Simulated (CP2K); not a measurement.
Something may be wrong with this CP2K 2026.2 calculation of ZrN.

zrn_scf.inp

```
&GLOBAL
  PROJECT zrn_scf
  RUN_TYPE ENERGY_FORCE
  PRINT_LEVEL LOW
&END GLOBAL
&FORCE_EVAL
  METHOD QS
  STRESS_TENSOR ANALYTICAL
  &DFT
    BASIS_SET_FILE_NAME BASIS_MOLOPT
    POTENTIAL_FILE_NAME GTH_POTENTIALS
    &MGRID
      CUTOFF 450
      REL_CUTOFF 60
      NGRIDS 4
    &END MGRID
    &QS
      METHOD GPW
      EPS_DEFAULT 1.0E-10
    &END QS
    &KPOINTS
      SCHEME MONKHORST-PACK 10 10 10
      GAMMA_CENTERED T
      SYMMETRY T
      SYMMETRY_BACKEND SPGLIB
    &END KPOINTS
    &SCF
      SCF_GUESS ATOMIC
      EPS_SCF 1.0E-6
      MAXSCF 100
      ADDED_MOS 13
      CHOLESKY OFF
      EPS_EIGVAL 1.0E-7
      &DIAGONALIZATION ON
        ALGORITHM STANDARD
      &END DIAGONALIZATION
      &MIXING ON
        METHOD BROYDEN_MIXING
        ALPHA 0.4
        BETA 1.5
        NBUFFER 8
      &END MIXING
      &SMEAR ON
        METHOD FERMI_DIRAC
        ELECTRONIC_TEMPERATURE [K] 1160.452
      &END SMEAR
    &END SCF
    &XC
      &XC_FUNCTIONAL PBE
      &END XC_FUNCTIONAL
    &END XC
    &PRINT
      &KPOINTS ON
      &END KPOINTS
      &MULLIKEN ON
      &END MULLIKEN
      &MO ON
        ENERGIES T
        OCCUPATION_NUMBERS T
        &EACH
          QS_SCF 0
        &END EACH
        ADD_LAST NUMERIC
      &END MO
      &LOWDIN ON
      &END LOWDIN
      &HIRSHFELD ON
        SHAPE_FUNCTION DENSITY
      &END HIRSHFELD
    &END PRINT
  &END DFT
  &SUBSYS
    &CELL
      ABC 3.2526911935 3.2526911934 3.2526911935
      ALPHA_BETA_GAMMA 60.0000000000 60.0000000008 60.0000000004
      PERIODIC XYZ
    &END CELL
    &COORD
      SCALED
      Zr  0.5000000000 0.5000000000 0.5000000000
      N   0.0000000000 0.0000000000 0.0000000000
    &END COORD
    &KIND Zr
      BASIS_SET DZVP-MOLOPT-SR-GTH-q12
      POTENTIAL GTH-PBE-q12
    &END KIND
    &KIND N
      BASIS_SET DZVP-MOLOPT-SR-GTH-q5
      POTENTIAL GTH-PBE-q5
    &END KIND
    &PRINT
      &ATOMIC_COORDINATES ON
      &END ATOMIC_COORDINATES
      &CELL ON
      &END CELL
    &END PRINT
  &END SUBSYS
  &PRINT
    &FORCES ON
    &END FORCES
    &STRESS_TENSOR ON
    &END STRESS_TENSOR
  &END PRINT
&END FORCE_EVAL
```

Potentials or basis: GTH_POTENTIALS Zr GTH-PBE-q12, N GTH-PBE-q5; DZVP-MOLOPT-SR-GTH basis.

Launch:

```bash
$ OMP_NUM_THREADS=1 cp2k.psmp -i zrn_scf.inp -o zrn_scf.out
```

zrn_scf.out:

```text
Possible matches for unknown keyword

 MAXSCF

   keyword MAX_SCF in section %__ROOT__%FORCE_EVAL%DFT%SCF score:  109
   keyword MAX_SCF in section %__ROOT__%FORCE_EVAL%DFT%XAS%SCF score:  109
   keyword EPS_SCF in section %__ROOT__%FORCE_EVAL%DFT%SCF score:  106
   enum MOPAC in section %__ROOT__%FORCE_EVAL%DFT%SCF for keyword SCF_GUESS score:  106
   keyword ROKS_F in section %__ROOT__%FORCE_EVAL%DFT%SCF score:  106

 *******************************************************************************
 *   ___                                                                       *
 *  /   \                                                                      *
 * [ABORT]                                                                     *
 *  \___/             found an unknown keyword MAXSCF in section SCF           *
 *    |                                                                        *
 *  O/|                                                                        *
 * /| |                                                                        *
 * / \                                               input/input_parsing.F:253 *
 *******************************************************************************
```

How did it end, and where is the flaw?

The program refused the input. The input holds a flaw that was put in on purpose: a keyword is misspelt (MAX_SCF = MAXSCF).
